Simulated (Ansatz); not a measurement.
A series in volume scale on S

All results are calculated (Ansatz 0.2.0). Periodic Kohn-Sham DFT of a crystal at fixed atoms, scaled to volume_scale times the given cell; pressure positive in compression, energy less spherical unpolarised free atoms, largest_vzz the field gradient of largest size among the nuclei.

The cell before it is scaled or strained (space group Fd-3m, No. 227):
```
S
1.0
      0.0000     2.8961     2.8961
      2.8961     0.0000     2.8961
      2.8961     2.8961     0.0000
S
2
Direct
  0.00000 0.00000 0.00000
  0.25000 0.25000 0.25000
```

Settings of every row: method all-electron LAPW; functional PBE; relativity scalar; k mesh 12x12x12; filling fermi-dirac; smearing width 0.05 eV; basis error target 1 meV/atom; nucleus gaussian.

Atom start moment: 0 on all atoms.

Limits: the cell comes from a prototype or a list of computed structures and needn't be the stable phase.

| row | volume scale | V (Å³/atom) | energy less free atoms (eV/atom) | pressure (GPa) |
| --- | --- | --- | --- | --- |
| 1 | 0.96 | 23.319 | -3.1024 | 1.932 |
| 2 | 0.98 | 23.805 | -3.1067 | 0.935 |
| 3 | 1 | 24.291 | -3.1082 | 0.021 |
| 4 | 1.02 | 24.777 | ? | ? |
| 5 | 1.04 | 25.262 | -3.1033 | -1.593 |

Question: what energy less free atoms and pressure should row 4 give?

Worked fit of energy less free atoms. Take u = (V_r/V)^(2/3) − 1 with V_r = 24.048 Å³ an atom, which is twice the finite (Eulerian) strain; such expansions in the strain, on which the Birch-Murnaghan equation of state is built, carry the rest volume and the bulk modulus. The shown rows have u = 0.02073, 0.00679, -0.00668, -0.0323. Least squares give energy less free atoms = −3.1078 + 0.1048 × u + 7.555 × u² eV/atom; a straight line predicts inner rows, each left out in turn, worse (root mean square 0.0033 against 8.8e-05 eV/atom). All shown rows lie on it to the printed digit. Its lowest point lies at u = -0.0069, or V = 24.3 Å³ an atom, and the curvature there gives the bulk modulus at fixed shape and fractions, B = (4/9)(1 + u)² E″(u)/V = 43.7 GPa. The withheld row has u = -0.01971, so the fit gives −3.1078 + 0.1048 × (-0.01971) + 7.555 × (-0.01971)² = -3.1069 eV/atom.

The calculation gave -3.1069 eV/atom. The fit meets it to the printed digit.

Worked fit of pressure. Take u = (V_r/V)^(2/3) − 1 with V_r = 24.048 Å³ an atom, which is twice the finite (Eulerian) strain; such expansions in the strain, on which the Birch-Murnaghan equation of state is built, carry the rest volume and the bulk modulus. The shown rows have u = 0.02073, 0.00679, -0.00668, -0.0323. Least squares give pressure = 0.4686 + 67.94 × u + 127.47 × u² GPa; a straight line predicts inner rows, each left out in turn, worse (root mean square 0.056 against 0.0015 GPa). The rows lie off it by 0.000, -0.001, 0.001, 0.000. The pressure vanishes at u = -0.0070, or V = 24.3 Å³ an atom, and there the bulk modulus at fixed shape and fractions is B = −V dP/dV = (2/3)(1 + u) dP/du = 43.8 GPa. The withheld row has u = -0.01971, so the fit gives 0.4686 + 67.94 × (-0.01971) + 127.47 × (-0.01971)² = -0.821 GPa.

The calculation gave -0.821 GPa. The fit meets it to the printed digit.
